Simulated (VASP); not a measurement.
# KTaO3 (Pm-3m) in VASP: a series of runs, part 3 of 3

VASP 6.6.1.

**5. Optical spectrum, PBE**

The input, INCAR:

```
PREC     = Accurate       # precision mode
ENCUT    = 520            # plane-wave cutoff, eV
EDIFF    = 1E-7           # SCF threshold, eV
ISMEAR   = 0              # smearing method
SIGMA    = 0.03           # smearing width, eV
LREAL    = False          # projectors in reciprocal space
LASPH    = True           # aspherical terms in the spheres
NELM     = 80             # most SCF steps
ALGO     = Fast           # electronic algorithm
ISIF     = 2              # what is computed and relaxed
LWAVE    = False          # write WAVECAR
LCHARG   = False          # write CHGCAR
GGA      = PE             # functional
LOPTICS  = True           # frequency-dependent dielectric function
NBANDS   = 51             # bands
NEDOS    = 1000           # points of the DOS
CSHIFT   = 0.1          
KPAR     = 2
```

The input, KPOINTS:

```
Automatic mesh
0
Gamma
  8 8 8
```

The input, POSCAR:

```
KTaO3                                   
1.0
    3.9890690789      0.0000000000      0.0000000000
    0.0000000000      3.9890690789      0.0000000000
    0.0000000000      0.0000000000      3.9890690789
  K               Ta              O             
     1     1     3
Direct
     0.5000000000000000    0.5000000000000000    0.5000000000000000
     0.0000000000000000    0.0000000000000000    0.0000000000000000
     0.5000000000000000    0.0000000000000000    0.0000000000000000
     0.0000000000000000    0.5000000000000000    0.0000000000000000
     0.0000000000000000    0.0000000000000000    0.5000000000000000
```

Potentials or basis: VASP PAW PBE potentials, release 64 (K_sv, Ta_pv, O).

The run is started by

```
$ cat potpaw_PBE.64/K_sv/POTCAR potpaw_PBE.64/Ta_pv/POTCAR potpaw_PBE.64/O/POTCAR > POTCAR
$ mpirun -np 2 vasp_std > vasp.out
```

OUTCAR:

```text
PREC = Accurate
   ENCUT = 520
   EDIFF = 1E-7
   ISMEAR = 0
   LREAL = False
   LASPH = True
   NELM = 80
   ISIF = 2
   GGA = PE

 ion  position               nearest neighbor table
   1  0.500  0.500  0.500-   3 2.82   4 2.82   5 2.82   3 2.82   4 2.82   3 2.82   5 2.82   3 2.82
                             4 2.82   5 2.82   4 2.82   5 2.82   2 3.45   2 3.45   2 3.45   2 3.45
   2  0.000  0.000  0.000-   3 1.99   4 1.99   5 1.99   5 1.99   4 1.99   3 1.99   1 3.45   1 3.45
                             1 3.45   1 3.45   1 3.45   1 3.45   1 3.45   1 3.45
   3  0.500  0.000  0.000-   2 1.99   2 1.99   1 2.82   1 2.82   1 2.82   1 2.82
   4  0.000  0.500  0.000-   2 1.99   2 1.99   1 2.82   1 2.82   1 2.82   1 2.82
   5  0.000  0.000  0.500-   2 1.99   2 1.99   1 2.82   1 2.82   1 2.82   1 2.82

  LATTYP: Found a simple cubic cell.
 ALAT       =     3.9890690789

  Lattice vectors:

 A1 = (   3.9890690789,   0.0000000000,   0.0000000000)
 A2 = (   0.0000000000,   3.9890690789,   0.0000000000)
 A3 = (   0.0000000000,   0.0000000000,   3.9890690789)

Analysis of symmetry for initial positions (statically):
=====================================================================
 Subroutine PRICEL returns:
 Original cell was already a primitive cell.

 Routine SETGRP: Setting up the symmetry group for a
 simple cubic supercell.

 Subroutine GETGRP returns: Found 48 space group operations
 (whereof 48 operations were pure point group operations)
 out of a pool of 48 trial point group operations.

The static configuration has the point symmetry O_h .

Analysis of symmetry for dynamics (positions and initial velocities):
=====================================================================
 Subroutine PRICEL returns:
 Original cell was already a primitive cell.

 Routine SETGRP: Setting up the symmetry group for a
 simple cubic supercell.

 Subroutine GETGRP returns: Found 48 space group operations
 (whereof 48 operations were pure point group operations)
 out of a pool of 48 trial point group operations.

The dynamic configuration has the point symmetry O_h .

 Subroutine INISYM returns: Found 48 space group operations
 (whereof 48 operations are pure point group operations),
 and found     1 'primitive' translations

----------------------------------------------------------------------------------------

                                     Primitive cell

  volume of cell :      63.4767
[... 150 lines left out ...]
 fundamental gap:      2.1748368459
 Fermi energy:         1.9239064951

 k-point     1 :       0.0000    0.0000    0.0000
  band No.  band energies     occupation
      1     -32.3276      2.00000
      2     -32.3276      2.00000
      3     -32.3276      2.00000
      4     -25.5251      2.00000
      5     -15.7515      2.00000
      6     -15.0452      2.00000
[... 805 lines left out ...]
     30      14.4407      0.00000
     31      14.5553      0.00000

 [... further k-points ...]

 [bands above 31 left out]

------------------------ aborting loop because EDIFF is reached ----------------------------------------

  FORCE on cell =-STRESS in cart. coord.  units (eV):
  Direction    XX          YY          ZZ          XY          YZ          ZX
  --------------------------------------------------------------------------------------
  -------------------------------------------------------------------------------------
  Total        2.3600240      2.3600240      2.3600240      0.0000000     -0.0000000      0.0000000
  in kB       59.5679059     59.5679059     59.5679059      0.0000000     -0.0000000      0.0000000
  external PRESSURE =      59.5679059 kB  Pullay stress =       0.0000000 kB

 VOLUME and BASIS-vectors are now :
 -----------------------------------------------------------------------------
  energy-cutoff  :      520.00
  volume of cell :       63.48
      direct lattice vectors                 reciprocal lattice vectors
     3.989069079  0.000000000  0.000000000     0.250685055  0.000000000  0.000000000
     0.000000000  3.989069079  0.000000000     0.000000000  0.250685055  0.000000000
     0.000000000  0.000000000  3.989069079     0.000000000  0.000000000  0.250685055

 POSITION                                       TOTAL-FORCE (eV/Angst)
 -----------------------------------------------------------------------------------
      1.99453      1.99453      1.99453         0.000000      0.000000      0.000000
      0.00000      0.00000      0.00000         0.000000      0.000000      0.000000
      1.99453      0.00000      0.00000         0.000000      0.000000      0.000000
      0.00000      1.99453      0.00000         0.000000      0.000000      0.000000
      0.00000      0.00000      1.99453         0.000000      0.000000      0.000000
 -----------------------------------------------------------------------------------
    total drift:                                0.000000     -0.000000      0.000000

  FREE ENERGIE OF THE ION-ELECTRON SYSTEM (eV)
  ---------------------------------------------------
  free  energy   TOTEN  =       -41.0313693340 eV

  energy  without entropy=      -41.0313693340  energy(sigma->0) =      -41.03136933

 electrical conductivity sigma (Mega S m-1) (frequency dependency in vasprun.xml)
  --------------------------------------------------------------------------------------
       0.000       0.000      -0.000
       0.000       0.000       0.000
      -0.000       0.000       0.000

  frequency dependent IMAGINARY DIELECTRIC FUNCTION (independent particle, no local field effects) density-density
     E(ev)      X         Y         Z        XY        YZ        ZX
  --------------------------------------------------------------------------------------------------------------
     0.00000     0.00000     0.00000     0.00000     0.00000     0.00000     0.00000
     0.82571     0.02685     0.02685     0.02685    -0.00000    -0.00000     0.00000
     1.65143     0.07296     0.07296     0.07296    -0.00000    -0.00000    -0.00000
     2.47714     0.27739     0.27739     0.27739    -0.00000    -0.00000    -0.00000
     3.30285     1.81901     1.81901     1.81901    -0.00000     0.00000     0.00000
     4.12857     6.02661     6.02661     6.02661    -0.00000    -0.00000     0.00000
[... 92 lines left out ...]
    80.91994     0.00032     0.00032     0.00032    -0.00000    -0.00000     0.00000
    81.74565     0.00031     0.00031     0.00031    -0.00000    -0.00000     0.00000

  frequency dependent      REAL DIELECTRIC FUNCTION (independent particle, no local field effects) density-density
     E(ev)        X           Y           Z          XY          YZ          ZX
  --------------------------------------------------------------------------------------------------------------
     0.00000     5.46661     5.46661     5.46661    -0.00000    -0.00000    -0.00000
     0.82571     5.57253     5.57253     5.57253    -0.00000    -0.00000    -0.00000
     1.65143     5.95722     5.95722     5.95722    -0.00000    -0.00000    -0.00000
     2.47714     7.08351     7.08351     7.08351    -0.00000    -0.00000    -0.00000
     3.30285     7.02771     7.02771     7.02771    -0.00000    -0.00000    -0.00000
     4.12857     2.48811     2.48811     2.48811     0.00000     0.00000    -0.00000
[... 92 lines left out ...]
    80.91994     0.88889     0.88889     0.88889     0.00000     0.00000     0.00000
    81.74565     0.89150     0.89150     0.89150     0.00000     0.00000     0.00000

  frequency dependent IMAGINARY DIELECTRIC FUNCTION (independent particle, no local field effects) current-current
     E(ev)      X         Y         Z        XY        YZ        ZX
  --------------------------------------------------------------------------------------------------------------
     0.00000    10.82275    10.82275    10.82275    -0.00000     0.00000    -0.00000
     0.82571     1.13430     1.13430     1.13430    -0.00000     0.00000    -0.00000
     1.65143     0.67328     0.67328     0.67328    -0.00000     0.00000    -0.00000
     2.47714     0.76877     0.76877     0.76877    -0.00000     0.00000    -0.00000
     3.30285     2.18184     2.18184     2.18184    -0.00000     0.00000     0.00000
     4.12857     6.09278     6.09278     6.09278     0.00000     0.00000    -0.00000
[... 92 lines left out ...]
    80.91994     0.00005     0.00005     0.00005    -0.00000     0.00000     0.00000
    81.74565     0.00005     0.00005     0.00005    -0.00000     0.00000     0.00000

  frequency dependent      REAL DIELECTRIC FUNCTION (independent particle, no local field effects) current-current
     E(ev)        X           Y           Z          XY          YZ          ZX
  --------------------------------------------------------------------------------------------------------------
     0.00000     5.46125     5.46125     5.46125    -0.00000     0.00000    -0.00000
     0.82571     5.56564     5.56564     5.56564    -0.00000     0.00000    -0.00000
     1.65143     5.94804     5.94804     5.94804    -0.00000     0.00000    -0.00000
     2.47714     7.06115     7.06115     7.06115    -0.00000     0.00000    -0.00000
     3.30285     6.92267     6.92267     6.92267    -0.00000     0.00000    -0.00000
     4.12857     2.18593     2.18593     2.18593    -0.00000    -0.00000    -0.00000
[... 92 lines left out ...]
    80.91994     0.88889     0.88889     0.88889     0.00000     0.00000     0.00000
    81.74565     0.89151     0.89151     0.89151     0.00000     0.00000     0.00000
```

Run time: 35 s. Hardware: 2 MPI ranks of Intel Xeon Platinum 8559C (Emerald Rapids), shared host; peak memory 0.3 GiB.

Results:

* Free energy: -41.0314 eV
* Pressure: 6.0 GPa
* Band gap on the k mesh: 2.17 eV, indirect (least direct gap 2.80 eV)

Dielectric function (mean over the directions given):
```
energy (eV)  real part  imaginary part
       0.33       5.48            0.01
       0.83       5.57            0.03
       1.32       5.76            0.05
       1.82       6.09            0.09
       2.31       6.72            0.19
       2.81       8.22            1.32
       3.30       7.03            1.82
       3.80       9.31            7.82
       4.29       2.42            3.09
       4.79       7.14            5.31
       5.37       1.37            4.49
       5.86       3.20            6.73
       6.36      -1.22            3.41
       6.85       1.08            0.90
       7.35       3.26            1.06
       7.84       3.26            1.72
       8.34       2.56            2.49
       8.84       4.59            4.06
       9.33       2.37            4.49
       9.83       2.21            3.90
      10.40       1.02            6.26
      10.90      -0.33            2.41
      11.39       0.08            1.80
      11.89       0.58            2.01
      12.39       0.79            2.28
      12.88       1.00            1.92
      13.38       0.46            2.40
      13.87       0.12            2.39
      14.37       0.33            1.45
      14.86       0.63            1.33
      15.44       0.82            1.23
      15.94       0.98            1.04
      16.43       1.40            1.21
      16.93       0.97            1.42
      17.42       1.04            1.16
      17.92       1.24            1.43
      18.41       1.23            1.05
      18.91       1.67            1.12
      19.40       1.59            1.51
      19.98       2.03            1.88
```

Caveat: independent-particle spectra lack excitons; spin-orbit coupling is left out, which moves the levels of the heavy elements. As with any semilocal functional, this PBE gap is likely too small.

**6. Phonons, PBE**

This run uses another cell than the first one, of 13.06 Å³/atom, 1.029 times its volume.

The input, POSCAR:

```
KTaO3
1.0
    4.0272795963      0.0000000000     -0.0000000000
   -0.0000000000      4.0272795963     -0.0000000000
    0.0000000000     -0.0000000000      4.0272795963
  K               Ta              O
     1     1     3
Direct
     0.5000000000000000    0.5000000000000000    0.5000000000000000
     0.0000000000000000    0.0000000000000000    0.0000000000000000
     0.5000000000000000    0.0000000000000000    0.0000000000000000
     0.0000000000000000    0.5000000000000000    0.0000000000000000
     0.0000000000000000    0.0000000000000000    0.5000000000000000
```

The input, INCAR.step1:

```
SYSTEM = KTaO3
PREC = Accurate
ENCUT = 600
EDIFF = 1E-8
ISMEAR = 0
SIGMA = 0.03
LREAL = .FALSE.
LASPH = .TRUE.
NELM = 80
ALGO = Fast
ISIF = 3
LWAVE = .FALSE.
LCHARG = .FALSE.
GGA = PE
IBRION = 2
NSW = 40
EDIFFG = -0.002
```

The input, INCAR.step2:

```
SYSTEM = KTaO3
PREC = Accurate
ENCUT = 600
EDIFF = 1E-8
ISMEAR = 0
SIGMA = 0.03
LREAL = .FALSE.
LASPH = .TRUE.
NELM = 80
ALGO = Fast
ISIF = 2
LWAVE = .FALSE.
LCHARG = .FALSE.
GGA = PE
IBRION = 6
NFREE = 2
POTIM = 0.015
NSW = 1
```

The input, KPOINTS:

```
Automatic mesh
0
G
  8 8 8
  0 0 0
```

Potentials or basis: VASP PAW PBE potentials, release 64 (K_sv, Ta_pv, O).

The run is started by

```
$ cat potpaw_PBE.64/K_sv/POTCAR potpaw_PBE.64/Ta_pv/POTCAR potpaw_PBE.64/O/POTCAR > POTCAR
$ cp INCAR.step1 INCAR
$ mpirun -np 1 vasp_std > vasp.out
$ cp CONTCAR POSCAR
$ cp INCAR.step2 INCAR
$ mpirun -np 1 vasp_std > vasp.out
```

OUTCAR:

```text
SYSTEM = KTaO3
   PREC = Accurate
   ENCUT = 600
   EDIFF = 1E-8
   ISMEAR = 0
   LREAL = .FALSE.
   LASPH = .TRUE.
   NELM = 80
   ISIF = 2
   GGA = PE
   IBRION = 6
   NFREE = 2
   POTIM = 0.015
   NSW = 1

 ion  position               nearest neighbor table
   1  0.500  0.500  0.500-   3 2.85   4 2.85   5 2.85   3 2.85   4 2.85   3 2.85   5 2.85   3 2.85
                             4 2.85   5 2.85   4 2.85   5 2.85   2 3.49   2 3.49   2 3.49   2 3.49
   2  0.000  0.000  0.000-   3 2.01   4 2.01   5 2.01   5 2.01   4 2.01   3 2.01   1 3.49   1 3.49
                             1 3.49   1 3.49   1 3.49   1 3.49   1 3.49   1 3.49
   3  0.500  0.000  0.000-   2 2.01   2 2.01   1 2.85   1 2.85   1 2.85   1 2.85
   4  0.000  0.500  0.000-   2 2.01   2 2.01   1 2.85   1 2.85   1 2.85   1 2.85
[... 1200 lines left out ...]
  z     0.00000     0.00000     0.00000     0.00000     0.00000     0.00000

 Eigenvectors and eigenvalues of the dynamical matrix
 ----------------------------------------------------

   1 f  =   15.211223 THz    95.574935 2PiTHz  507.391796 cm-1    62.908537 meV
             X         Y         Z           dx          dy          dz
      2.013640  2.013640  2.013640    -0.000033   -0.006669   -0.000000
      0.000000  0.000000  0.000000     0.000106    0.021525   -0.000000
      2.013640  0.000000  0.000000     0.003900   -0.428694   -0.000000
      0.000000  2.013640  0.000000    -0.002103    0.794928    0.000000
      0.000000  0.000000  2.013640    -0.002103   -0.428694   -0.000000
[... 105 lines left out ...]
  15 f/i=    1.526786 THz     9.593077 2PiTHz   50.928089 cm-1     6.314275 meV
             X         Y         Z           dx          dy          dz
      2.013640  2.013640  2.013640    -0.092743    0.144684   -0.013011
      0.000000  0.000000  0.000000     0.273374   -0.426478    0.038353
      2.013640  0.000000  0.000000    -0.280539    0.393939   -0.035426
      0.000000  2.013640  0.000000    -0.252517    0.437655   -0.035426
      0.000000  0.000000  2.013640    -0.252517    0.393939   -0.039358

 ELASTIC MODULI CONTR FROM IONIC RELAXATION (kBar)
 Direction    XX          YY          ZZ          XY          YZ          ZX
 --------------------------------------------------------------------------------
 XX           0.0000      0.0000      0.0000      0.0000      0.0000      0.0000
 YY           0.0000      0.0000      0.0000      0.0000      0.0000      0.0000
 ZZ           0.0000      0.0000      0.0000      0.0000      0.0000      0.0000
 XY           0.0000      0.0000      0.0000      0.0000      0.0000      0.0000
 YZ           0.0000      0.0000      0.0000      0.0000      0.0000      0.0000
 ZX           0.0000      0.0000      0.0000      0.0000      0.0000      0.0000
 --------------------------------------------------------------------------------
```

OUTCAR.step1:

```text
SYSTEM = KTaO3
   PREC = Accurate
   ENCUT = 600
   EDIFF = 1E-8
   ISMEAR = 0
   LREAL = .FALSE.
   LASPH = .TRUE.
   NELM = 80
[... 864 lines left out ...]
      0.00000      2.01364      0.00000         0.000000      0.000000      0.000000
      0.00000      0.00000      2.01364         0.000000      0.000000      0.000000
 -----------------------------------------------------------------------------------
    total drift:                                0.000000      0.000000     -0.000000

  FREE ENERGIE OF THE ION-ELECTRON SYSTEM (eV)
  ---------------------------------------------------
  free  energy   TOTEN  =       -41.0759362645 eV

  energy  without entropy=      -41.0759362645  energy(sigma->0) =      -41.07593626

 reached required accuracy - stopping structural energy minimisation
```

It took 26 min on 1 thread of Intel Xeon Platinum 8488C (Sapphire Rapids), shared host; peak memory 0.48 GiB.

Results:

```
Highest phonon frequency at Γ, LO-TO splitting left out : 507 cm⁻¹
Most unstable mode                                      : 51i cm⁻¹
```

Phonon frequencies in cm⁻¹ (negative: imaginary):
| q point | frequencies |
| --- | --- |
| (0.000, 0.000, 0.000) | -51 -51 -51 0 0 0 179 179 179 266 266 266 507 507 507 |

Caveat: some modes are imaginary.

**7. Summary**

| task | level | spin | cell | k mesh | cutoff (eV) | monkhorst-Pack mesh | by perturbation theory | gap on the mesh (eV) |
| --- | --- | --- | --- | --- | --- | --- | --- | --- |
| band structure | TB-mBJ | off | Pm-3m, 12.7 Å³/atom | 8 × 8 × 8 | 520 | - | - | 3.50 |
| band structure | TB-mBJ | SOC, no magnetisation | Pm-3m, 12.7 Å³/atom | 6 × 6 × 6 | 520 | - | - | - |
| dielectric tensor | PBE | off | Pm-3m, 12.7 Å³/atom | 10 × 10 × 10 | 520 | yes | - | - |
| optical spectrum | PBE | off | Pm-3m, 12.7 Å³/atom | 8 × 8 × 8 | 520 | - | - | 2.17 |
| phonons | PBE | off | Pm-3m, 13.06 Å³/atom | 8 × 8 × 8 | 600 | - | no | - |

Alike in all rows: potentials or basis VASP PAW PBE potentials, release 64 (K_sv, Ta_pv, O); smearing gaussian 0.03 eV.

Caveats: the PAW data sets were made with another functional, which shifts forces and pressure a little (some runs); spin-orbit coupling is left out, which moves the levels of the heavy elements (some runs); independent-particle spectra lack excitons (some runs); some modes are imaginary (some runs).

Total energies depend on the potentials used, so only differences within one code and one set of settings carry meaning.
